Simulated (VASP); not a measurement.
# Te2Mo (P6_3/mmc) in VASP: settings compared

One crystal, Te2Mo, is run at these levels: RPBE, revPBE, BLYP; tasks: relaxation of cell and atoms.

Everything below comes from runs of VASP 6.6.1. Logs are shortened: lines on timing, memory, paths and dates and some standing lists are left out, and cuts for length are marked.

## (1) Starting point

It takes space group P6_3/mmc (No. 194, hexagonal). Conventional cell: a = 3.518 Å, b = 3.518 Å, c = 13.974 Å, α = 90.00°, β = 90.00°, γ = 120.00°. Te (site symmetry 3m) has 3 Mo at 2.72 Å as nearest neighbours. Mo (site symmetry -6m2) is surrounded by 6 Te at 2.72 Å.

## (2) Relaxation of cell and atoms, RPBE

File INCAR:

```
PREC = Accurate
ENCUT = 600
EDIFF = 1E-7
ISMEAR = -1
SIGMA = 0.05
LREAL = False
LASPH = True
NELM = 80
ALGO = Normal
ISIF = 3
LWAVE = False
LCHARG = False
GGA = RP
IBRION = 2
NSW = 40
EDIFFG = -0.01
```

File KPOINTS:

```
regular mesh
0
Gamma
  9 9 2
```

File POSCAR:

```
Te2Mo
1.0
    3.5182000000      0.0000000000      0.0000000000
   -1.7591000000      3.0468505756      0.0000000000
    0.0000000000      0.0000000000     13.9736000000
Te Mo
4 2
Direct
    0.6666666667      0.3333333333      0.3790000000
    0.3333333333      0.6666666667      0.8790000000
    0.6666666667      0.3333333333      0.1210000000
    0.3333333333      0.6666666667      0.6210000000
    0.6666666667      0.3333333333      0.7500000000
    0.3333333333      0.6666666667      0.2500000000
```

Potentials or basis: VASP PAW PBE potentials, release 64 (Te, Mo_sv).

Launch:

```sh
$ cat potpaw_PBE.64/Te/POTCAR potpaw_PBE.64/Mo_sv/POTCAR > POTCAR
$ mpirun -np 1 vasp_std > vasp.out
```

OUTCAR:

```text
PREC = Accurate
   ENCUT = 600
   EDIFF = 1E-7
   ISMEAR = -1
   LREAL = False
   LASPH = True
   NELM = 80
   ISIF = 3
   GGA = RP
   IBRION = 2
   NSW = 40
   EDIFFG = -0.01

 ion  position               nearest neighbor table
   1  0.667  0.333  0.379-   6 2.72   6 2.72   6 2.72   3 3.61
   2  0.333  0.667  0.879-   5 2.72   5 2.72   5 2.72   4 3.61
   3  0.667  0.333  0.121-   6 2.72   6 2.72   6 2.72   1 3.61
   4  0.333  0.667  0.621-   5 2.72   5 2.72   5 2.72   2 3.61
   5  0.667  0.333  0.750-   2 2.72   4 2.72   2 2.72   4 2.72   2 2.72   4 2.72
   6  0.333  0.667  0.250-   1 2.72   3 2.72   1 2.72   3 2.72   1 2.72   3 2.72

  LATTYP: Found a hexagonal cell.
 ALAT       =     3.5182000000
 C/A-ratio  =     3.9718037633

  Lattice vectors:

 A1 = (   3.5182000000,   0.0000000000,   0.0000000000)
 A2 = (  -1.7591000000,   3.0468505756,   0.0000000000)
 A3 = (   0.0000000000,   0.0000000000,  13.9736000000)

Analysis of symmetry for initial positions (statically):
=====================================================================
 Subroutine PRICEL returns:
 Original cell was already a primitive cell.

 Routine SETGRP: Setting up the symmetry group for a
 hexagonal supercell.

 Subroutine GETGRP returns: Found 24 space group operations
 (whereof 12 operations were pure point group operations)
 out of a pool of 24 trial point group operations.

The static configuration has the point symmetry D_3d.
 The point group associated with its full space group is D_6h.

Analysis of symmetry for dynamics (positions and initial velocities):
=====================================================================
 Subroutine PRICEL returns:
 Original cell was already a primitive cell.

 Routine SETGRP: Setting up the symmetry group for a
 hexagonal supercell.

 Subroutine GETGRP returns: Found 24 space group operations
 (whereof 12 operations were pure point group operations)
 out of a pool of 24 trial point group operations.

The dynamic configuration has the point symmetry D_3d.
 The point group associated with its full space group is D_6h.

 Subroutine INISYM returns: Found 24 space group operations
 (whereof 12 operations are pure point group operations),
 and found     1 'primitive' translations

----------------------------------------------------------------------------------------

                                     Primitive cell

  volume of cell :     149.7890

  direct lattice vectors                    reciprocal lattice vectors
     3.518200000  0.000000000  0.000000000     0.284236257  0.164103880  0.000000000
    -1.759100000  3.046850576  0.000000000     0.000000000  0.328207759  0.000000000
     0.000000000  0.000000000 13.973600000     0.000000000  0.000000000  0.071563520

  length of vectors
     3.518200000  3.518200000 13.973600000     0.328207759  0.328207759  0.071563520

  position of ions in fractional coordinates (direct lattice)
     0.666666667  0.333333333  0.379000000
     0.333333333  0.666666667  0.879000000
     0.666666667  0.333333333  0.121000000
     0.333333333  0.666666667  0.621000000
     0.666666667  0.333333333  0.750000000
     0.333333333  0.666666667  0.250000000

  ion indices of the primitive-cell ions
   primitive index   ion index
                 1           1
                 2           2
                 3           3
                 4           4
                 5           5
                 6           6

----------------------------------------------------------------------------------------

 KPOINTS: regular mesh

Automatic generation of k-mesh.
 Grid dimensions read from file:
 generate k-points for:    9    9    2

 Generating k-lattice:

  Cartesian coordinates                     Fractional coordinates (reciprocal lattice)
     0.031581806  0.018233764  0.000000000     0.111111111  0.000000000  0.000000000
     0.000000000  0.036467529  0.000000000     0.000000000  0.111111111  0.000000000
     0.000000000  0.000000000  0.035781760     0.000000000  0.000000000  0.500000000

  Length of vectors
     0.036467529  0.036467529  0.035781760

  Shift w.r.t. Gamma in fractional coordinates (k-lattice)
     0.000000000  0.000000000  0.000000000

 Subroutine IBZKPT returns following result:
 ===========================================

 Found     24 irreducible k-points:

 Following reciprocal coordinates:
            Coordinates               Weight
  0.000000  0.000000  0.000000      1.000000
  0.111111  0.000000  0.000000      6.000000
  0.222222 -0.000000  0.000000      6.000000
  0.333333  0.000000  0.000000      6.000000
  0.444444 -0.000000  0.000000      6.000000
  0.111111  0.111111  0.000000      6.000000
[... 16 lines left out ...]
  0.333333  0.222222  0.500000     12.000000
  0.333333  0.333333  0.500000      2.000000
   k-points           NKPTS =     24   k-points in BZ     NKDIM =     24   number of bands    NBANDS=     31
   number of dos      NEDOS =    301   number of ions     NIONS =      6
   total plane-waves  NPLWV =  87808
   dimension x,y,z NGX =    28 NGY =   28 NGZ =  112
   dimension x,y,z NGXF=    56 NGYF=   56 NGZF=  224
   ions per type =               4   2
   NGX,Y,Z   is equivalent  to a cutoff of  13.23, 13.23, 13.32 a.u.
   NGXF,Y,Z  is equivalent  to a cutoff of  26.46, 26.46, 26.65 a.u.
 SYSTEM =  unknown system
   PREC   = accura    normal or accurate (medium, high low for compatibility)
   ISTART =      0    job   : 0-new  1-cont  2-samecut
   ICHARG =      2    charge: 1-file 2-atom 10-const
   ISPIN  =      1    spin polarized calculation?
   LNONCOLLINEAR =      F non collinear calculations
   LSORBIT =      F    spin-orbit coupling
   LASPH  =      T    aspherical Exc in radial PAW
   ENCUT  =  600.0 eV  44.10 Ry    6.64 a.u.   7.03  7.03 27.91*2*pi/ulx,y,z
   NELM   =     80;   NELMIN=  2; NELMDL= -5     # of ELM steps
   EDIFF  = 0.1E-06   stopping-criterion for ELM
   LREAL  =      F    real-space projection
   EDIFFG = -.1E-01   stopping-criterion for IOM
   NSW    =     40    number of steps for IOM
   IBRION =      2    ionic relax: 0-MD 1-quasi-New 2-CG
   NFREE  =      1    steps in history (QN), initial steepest desc. (CG)
   ISIF   =      3    stress and relaxation
   ISYM   =      2    0-nonsym 1-usesym 2-fastsym
   POTIM  = 0.5000    time-step for ionic-motion
   TEBEG  =    0.0;   TEEND  =   0.0 temperature during run
   PSTRESS=    0.0 pullay stress
   NELECT =      52.0000    total number of electrons
   NUPDOWN=      -1.0000    fix difference up-down
   EMIN   =  10.00;   EMAX   =-10.00  energy-range for DOS
   EFERMI =   0.00;   METHOD = LEGACY
   ISMEAR =    -1;   SIGMA  =   0.05  broadening in eV -4-tet -1-fermi 0-gaus
   EFERMI_NEDOS =   21; number of points for ismear=-14 and -15
   IALGO  =     38    algorithm
   IMIX   =      4    mixing-type and parameters
     AMIX     =   0.40;   BMIX     =  1.00
     AMIX_MAG =   1.60;   BMIX_MAG =  1.00
  volume/ion in A,a.u.               =      24.96       168.47
  Fermi-wavevector in a.u.,A,eV,Ry     =   1.150578  2.174277 18.011787  1.323829
  Thomas-Fermi vector in A             =   2.287241
   LORBIT       =      0    0 simple, 1 ext, 2 COOP (PROOUT), +10 PAW based schemes
   GGA     = RP    functional components
   LHFCALC =     F    Hartree Fock is set to
   AEXX    =    0.0000 exact exchange contribution
   IVDW    =     0    specifies the selected vdW correction
   LEPSILON=     F    determine dielectric tensor
   LRPA    =     F    only Hartree local field effects (RPA)
 conjugate gradient relaxation of ions
 non-spin polarized calculation
  energy-cutoff  :      600.00
  volume of cell :      149.79
 maximum number of plane-waves:      5038
   NGX = 15   NGY = 15   NGZ = 55

--------------------------------------- Ionic step        1  -------------------------------------------

 number of electron      52.0000001 magnetization

 Free energy of the ion-electron system (eV)
  ---------------------------------------------------
  ext. energy  EPLUGINS =         0.00000000
  ---------------------------------------------------
  free energy    TOTEN  =       -33.29692017 eV

  energy without entropy =      -33.29689841  energy(sigma->0) =      -33.29690929

------------------------ aborting loop because EDIFF is reached ----------------------------------------

  FORCE on cell =-STRESS in cart. coord.  units (eV):
  Direction    XX          YY          ZZ          XY          YZ          ZX
  --------------------------------------------------------------------------------------
  -------------------------------------------------------------------------------------
  Total        4.2007766      4.2007766      5.0851771      0.0000000      0.0000000      0.0000000
  in kB       44.9324586     44.9324586     54.3922070      0.0000000      0.0000000      0.0000000
  external PRESSURE =      48.0857081 kB  Pullay stress =       0.0000000 kB
[... 101 lines left out ...]
  FREE ENERGIE OF THE ION-ELECTRON SYSTEM (eV)
  ---------------------------------------------------
  free  energy   TOTEN  =       -33.3952447705 eV

  energy  without entropy=      -33.3952219033  energy(sigma->0) =      -33.39523334

 E-fermi :   7.9214     XC(G=0): -10.0707

 val. band max:        7.5387686781   @ k =   0.0000   0.0000   0.0000
 cond. band min:       8.3678505238   @ k =   0.2222   0.2222   0.0000
 fundamental gap:      0.8290818457
 Fermi energy:         7.9214488678

 k-point     1 :       0.0000    0.0000    0.0000
  band No.  band energies     occupation
      1     -53.3447      2.00000
      2     -53.3446      2.00000
      3     -27.4686      2.00000
      4     -27.4685      2.00000
      5     -27.3878      2.00000
      6     -27.3878      2.00000
[... 805 lines left out ...]
     30       9.1917      0.00000
     31       9.7701      0.00000

[... ionic steps 4 to 20 ...]

--------------------------------------- Ionic step       21  -------------------------------------------

 number of electron      51.9999995 magnetization

------------------------ aborting loop because EDIFF is reached ----------------------------------------

  FORCE on cell =-STRESS in cart. coord.  units (eV):
  Direction    XX          YY          ZZ          XY          YZ          ZX
  --------------------------------------------------------------------------------------
  -------------------------------------------------------------------------------------
  Total        0.0010619      0.0010619     -0.1028999      0.0000000      0.0000000      0.0000000
  in kB        0.0086202      0.0086202     -0.8353162      0.0000000      0.0000000      0.0000000
  external PRESSURE =      -0.2726919 kB  Pullay stress =       0.0000000 kB
[... 65 lines left out ...]
  energy  without entropy=      -33.6335140999  energy(sigma->0) =      -33.63351650

--------------------------------------- Ionic step       23  -------------------------------------------

 number of electron      51.9999994 magnetization

 Free energy of the ion-electron system (eV)
  ---------------------------------------------------
  ext. energy  EPLUGINS =         0.00000000
  ---------------------------------------------------
  free energy    TOTEN  =       -33.63352963 eV

  energy without entropy =      -33.63352482  energy(sigma->0) =      -33.63352722

 E-fermi :   5.5136     XC(G=0):  -8.5192

 val. band max:        5.0089528513   @ k =   0.3333   0.3333   0.0000
 cond. band min:       6.0214005607   @ k =   0.3333   0.3333   0.0000
 fundamental gap:      1.0124477095
 Fermi energy:         5.5135580684

 k-point     1 :       0.0000    0.0000    0.0000
  band No.  band energies     occupation
      1     -55.7388      2.00000
      2     -55.7388      2.00000
      3     -29.8649      2.00000
      4     -29.8646      2.00000
      5     -29.7865      2.00000
      6     -29.7865      2.00000
[... 838 lines left out ...]
  FREE ENERGIE OF THE ION-ELECTRON SYSTEM (eV)
  ---------------------------------------------------
  free  energy   TOTEN  =       -33.6335296293 eV

  energy  without entropy=      -33.6335248171  energy(sigma->0) =      -33.63352722

 reached required accuracy - stopping structural energy minimisation
```

Run time: 26 min. Hardware: 1 thread of AMD EPYC 9R45 (Zen 5), shared host; peak memory 0.34 GiB.

What came out:

```
Free energy                            : -33.6335 eV
Relaxed volume                         : 32.88 Å³/atom
Relaxed cell                           : a = 3.587 Å, b = 3.587 Å, c = 17.703 Å, α = 90.00°, β = 90.00°, γ = 120.00°
Space group after relaxing (to 0.05 Å) : P6_3/mmc (No. 194)
Energy gained by relaxing              : 56.1 meV/atom
Ionic steps                            : 23
Pressure after relaxing                : 0.0 GPa
Largest force after relaxing           : 0.009 eV/Å
Band gap on the k mesh                 : 1.01 eV, direct
```

Forces on the atoms (eV/Å):
```
Te   0.000  0.000 -0.009
Te   0.000  0.000 -0.009
Te   0.000  0.000  0.009
Te   0.000  0.000  0.009
Mo   0.000  0.000  0.000
Mo   0.000  0.000  0.000
```

The path:
| step | energy change (eV) | largest force (eV/Å) | pressure (GPa) | volume (Å³) |
| --- | --- | --- | --- | --- |
| 1 | 0.0000 | 0.2641 | 4.81 | 149.79 |
| 2 | 0.0918 | 1.2044 | -4.93 | 166.62 |
| 3 | -0.0983 | 0.4116 | 0.16 | 156.51 |
| 4 | -0.1237 | 0.3027 | 0.06 | 158.31 |
| 5 | -0.1405 | 0.1119 | -0.06 | 161.40 |
| 6 | -0.1632 | 0.0890 | 0.01 | 162.60 |
| 7 | -0.2158 | 0.0131 | 0.39 | 166.15 |
| 8 | -0.2686 | 0.1926 | 1.57 | 173.03 |
| 9 | -0.1464 | 0.9504 | 5.20 | 185.92 |
| 10 | -0.2416 | 0.5860 | 3.37 | 178.14 |
| 11 | -0.2475 | 0.5616 | 3.25 | 178.71 |
| 12 | -0.2636 | 0.4904 | 2.93 | 180.44 |
| 13 | -0.2890 | 0.3567 | 2.33 | 183.91 |
| 14 | -0.3173 | 0.1221 | 1.30 | 190.85 |
| 15 | -0.3114 | 0.2378 | -0.17 | 204.79 |
| 16 | -0.3230 | 0.0047 | 0.77 | 196.43 |
| 17 | -0.3230 | 0.0127 | 0.70 | 197.02 |
| 18 | -0.3260 | 0.0144 | 0.61 | 197.06 |
| 19 | -0.3327 | 0.0190 | 0.35 | 197.19 |
| 20 | -0.3362 | 0.0242 | -0.14 | 197.41 |
| 21 | -0.3366 | 0.0230 | -0.03 | 197.37 |
| 22 | -0.3366 | 0.0138 | 0.00 | 197.32 |
| 23 | -0.3366 | 0.0091 | 0.02 | 197.30 |

Final structure:
```xyz
6
Lattice="3.5874 0.0000 0.0000 -1.7937 3.1068 0.0000 0.0000 0.0000 17.7028" Properties=species:S:1:pos:R:3 pbc="T T T"
Te    1.7937    1.0356    6.2354
Te    0.0000    2.0712   15.0868
Te    1.7937    1.0356    2.6160
Te    0.0000    2.0712   11.4674
Mo    1.7937    1.0356   13.2771
Mo    0.0000    2.0712    4.4257
```

Caveat: the volume moved by over 15 % at a fixed basis, so the end points are rough; the PAW data sets were made with another functional, which shifts forces and pressure a little; spin-orbit coupling is left out, which moves the levels of the heavy elements; an odd mesh through Γ misses points on the zone boundary, where band edges often lie; this functional lacks dispersion, which binds the layers, so the pressure and a relaxed spacing across them are unreliable, and here the layers came unbound; the volume moved by +32 % from the deposited cell, more than functionals usually miss. Zero-point motion and thermal expansion aren't in these numbers.

## (3) Relaxation of cell and atoms, revPBE

File INCAR:

```
SYSTEM = Te2Mo
PREC = Accurate
ENCUT = 600
EDIFF = 1E-6
ISMEAR = -1
SIGMA = 0.05
LREAL = .False.
LASPH = .True.
NELM = 80
ALGO = Normal
ISIF = 3
LWAVE = .False.
LCHARG = .False.
GGA = RE
IBRION = 2
NSW = 60
EDIFFG = -0.01
```

File KPOINTS:

```
regular mesh
0
Gamma
  9 9 2
  0 0 0
```

POSCAR is that of step 2.

Potentials or basis: VASP PAW PBE potentials, release 64 (Te, Mo_sv).

Launch:

```sh
$ cat potpaw_PBE.64/Te/POTCAR potpaw_PBE.64/Mo_sv/POTCAR > POTCAR
$ mpirun -np 1 vasp_std > vasp.out
```

Wall time 31 min (1 thread of AMD EPYC 9R45 (Zen 5), shared host); peak memory 0.35 GiB.

Results (log left out):

```
Free energy                            : -34.0051 eV
Relaxed volume                         : 33.49 Å³/atom
Relaxed cell                           : a = 3.580 Å, b = 3.580 Å, c = 18.098 Å, α = 90.00°, β = 90.00°, γ = 120.00°
Space group after relaxing (to 0.05 Å) : P6_3/mmc (No. 194)
Energy gained by relaxing              : 45.2 meV/atom
Ionic steps                            : 36
Pressure after relaxing                : 0.0 GPa
Band gap on the k mesh                 : 1.02 eV, direct
```

Forces in eV/Å, atoms in the order of the input:
```
Te   0.000  0.000  0.002
Te   0.000  0.000  0.002
Te   0.000  0.000 -0.002
Te   0.000  0.000 -0.002
Mo   0.000  0.000  0.000
Mo   0.000  0.000  0.000
```

The path:
| step | energy change (eV) | largest force (eV/Å) | pressure (GPa) | volume (Å³) |
| --- | --- | --- | --- | --- |
| 1 | 0.0000 | 0.2425 | 4.25 | 149.79 |
| 2 | 0.0771 | 1.0898 | -4.56 | 164.60 |
| 3 | -0.0773 | 0.3583 | 0.15 | 155.68 |
| 4 | -0.0773 | 0.3472 | 0.23 | 155.56 |
| 5 | -0.0963 | 0.2546 | 0.14 | 157.07 |
| 6 | -0.1098 | 0.0935 | 0.03 | 159.63 |
| 7 | -0.1266 | 0.0999 | -0.05 | 160.86 |
| 8 | -0.1656 | 0.1162 | -0.17 | 164.49 |
| 9 | -0.2133 | 0.1215 | -0.04 | 171.66 |
| 10 | -0.2486 | 0.0590 | 1.11 | 185.55 |
| 11 | -0.2599 | 0.1842 | -0.24 | 191.22 |
| 12 | -0.2600 | 0.1556 | -0.09 | 190.54 |
| 13 | -0.2655 | 0.1001 | -0.11 | 191.88 |
| 14 | -0.2677 | 0.0376 | -0.14 | 193.33 |
| 15 | -0.2678 | 0.0335 | -0.14 | 193.43 |
| 16 | -0.2680 | 0.0118 | 0.09 | 192.98 |
| 17 | -0.2680 | 0.0020 | 0.04 | 193.08 |
| 18 | -0.2682 | 0.0063 | 0.04 | 193.09 |
| 19 | -0.2683 | 0.0208 | 0.05 | 193.10 |
| 20 | -0.2684 | 0.0294 | 0.01 | 193.34 |
| 21 | -0.2686 | 0.0537 | -0.12 | 194.07 |
| 22 | -0.2686 | 0.0525 | -0.12 | 194.11 |
| 23 | -0.2687 | 0.0493 | -0.10 | 194.21 |
| 24 | -0.2690 | 0.0426 | -0.09 | 194.42 |
| 25 | -0.2694 | 0.0290 | -0.05 | 194.84 |
| 26 | -0.2699 | 0.0005 | 0.01 | 195.67 |
| 27 | -0.2700 | 0.0586 | 0.15 | 197.34 |
| 28 | -0.2702 | 0.0352 | 0.09 | 196.65 |
| 29 | -0.2701 | 0.0243 | 0.06 | 196.35 |
| 30 | -0.2704 | 0.0169 | 0.03 | 196.87 |
| 31 | -0.2709 | 0.0035 | -0.07 | 198.43 |
| 32 | -0.2706 | 0.0401 | -0.25 | 201.56 |
| 33 | -0.2709 | 0.0150 | -0.13 | 199.62 |
| 34 | -0.2711 | 0.0095 | -0.08 | 200.09 |
| 35 | -0.2712 | 0.0101 | 0.03 | 201.52 |
| 36 | -0.2712 | 0.0021 | -0.03 | 200.93 |

Final structure:
```cif
data_structure
_symmetry_space_group_name_H-M 'P 1'
_symmetry_Int_Tables_number 1
_cell_length_a 3.5805
_cell_length_b 3.5805
_cell_length_c 18.0981
_cell_angle_alpha 90.000
_cell_angle_beta 90.000
_cell_angle_gamma 120.000
_cell_volume 200.93
loop_
_atom_site_label
_atom_site_type_symbol
_atom_site_fract_x
_atom_site_fract_y
_atom_site_fract_z
_atom_site_occupancy
Te1 Te 0.66667 0.33333 0.34989 1
Te2 Te 0.33333 0.66667 0.84989 1
Te3 Te 0.66667 0.33333 0.15011 1
Te4 Te 0.33333 0.66667 0.65011 1
Mo1 Mo 0.66667 0.33333 0.75000 1
Mo2 Mo 0.33333 0.66667 0.25000 1
```

Levels at points of the mesh, in eV from the valence-band top:
| k point | band 23 | band 24 | band 25 | band 26 | band 27 | band 28 | band 29 | band 30 |
| --- | --- | --- | --- | --- | --- | --- | --- | --- |
| (0.00, 0.00, 0.00) | -0.90 | -0.90 | -0.49 | -0.31 | 2.95 | 2.95 | 2.96 | 2.96 |
| (0.00, 0.00, 0.50) | -0.90 | -0.90 | -0.39 | -0.39 | 2.95 | 2.95 | 2.95 | 2.95 |

Caveat: the volume moved by over 15 % at a fixed basis, so the end points are rough; the PAW data sets were made with another functional, which shifts forces and pressure a little; spin-orbit coupling is left out, which moves the levels of the heavy elements; an odd mesh through Γ misses points on the zone boundary, where band edges often lie; this functional lacks dispersion, which binds the layers, so the pressure and a relaxed spacing across them are unreliable, and here the layers came unbound; the volume moved by +34 % from the deposited cell, more than functionals usually miss.

(Part 1 of 2 ends here.)
